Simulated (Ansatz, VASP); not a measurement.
# Ni: VASP beside Ansatz

```xyz
1
Lattice="0.0000 1.7679 1.7679 1.7679 0.0000 1.7679 1.7679 1.7679 0.0000" Properties=species:S:1:pos:R:3 pbc="T T T"
Ni    0.0000    0.0000    0.0000
```

Alike in both runs: task single point; functional r2SCAN; k mesh 14 × 14 × 14; occupations fermi-dirac, width 0.05 eV; no spin polarisation.

|  | VASP | Ansatz |
| --- | --- | --- |
| version | VASP 6.6.1 | Ansatz 0.2.0 |
| potentials or method | VASP PAW PBE potentials, release 64 (Ni) | PAW, plane waves, scalar-relativistic |
| plane-wave cutoff (eV) | 520 | 500 |
| valence electrons in the cell | 10 | 18 |

|  | VASP | Ansatz | Ansatz less VASP |
| --- | --- | --- | --- |
| pressure (GPa) | -11.6 | -12.2 | -0.66 |

The two sets of potentials don't hold the same shells in valence.

Caveats: the PAW data sets were made with another functional, which shifts forces and pressure a little (VASP); the run has no spin polarisation, though such a crystal can be magnetic. Spin polarisation is off, so any magnetic state and its effect on volume and gap are missing.
